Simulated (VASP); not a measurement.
Input of a VASP 6.6.1 run:

INCAR

```
PREC = Accurate
ENCUT = 520
EDIFF = 1E-6
ISMEAR = 1
SIGMA = 0.2
LREAL = F
LASPH = T
NELM = 80
ALGO = Normal
ISIF = 2
LWAVE = F
LCHARG = T
GGA = PE
LVHAR = T
LVACPOTAV = T
KPAR = 8
```

KPOINTS

```
regular mesh
0
Gamma
  14 14 1
```

POSCAR

```
W                                       
1.0
    3.1840000000      0.0000000000      0.0000000000
    0.0000000000      3.1840000000      0.0000000000
    0.0000000000      0.0000000000     29.3280000000
  W             
    10
Direct
     0.0000000000000000    0.5000000000000000    0.2610496081518515
     0.5000000000000000    0.0000000000000000    0.3091301361509617
     0.0000000000000000    0.5000000000000000    0.3647095111309755
     0.5000000000000000    0.0000000000000000    0.4186060093166320
     0.0000000000000000    0.5000000000000000    0.4730560579901442
     0.5000000000000000    0.0000000000000000    0.5269439420098558
     0.0000000000000000    0.5000000000000000    0.5813939906833681
     0.5000000000000000    0.0000000000000000    0.6352904888690248
     0.0000000000000000    0.5000000000000000    0.6908698638490384
     0.5000000000000000    0.0000000000000000    0.7389503918481486
```

Potentials or basis: VASP PAW PBE potentials, release 64 (W_sv).

Run with:

```bash
$ cat potpaw_PBE.64/W_sv/POTCAR > POTCAR
$ mpirun -np 8 vasp_std > vasp.out
```

(1) Predict the band gap on the k mesh.

(2) Predict the largest force.

Answers

(1) none (metal or under the smearing width).

(2) 0.008 eV/Å.
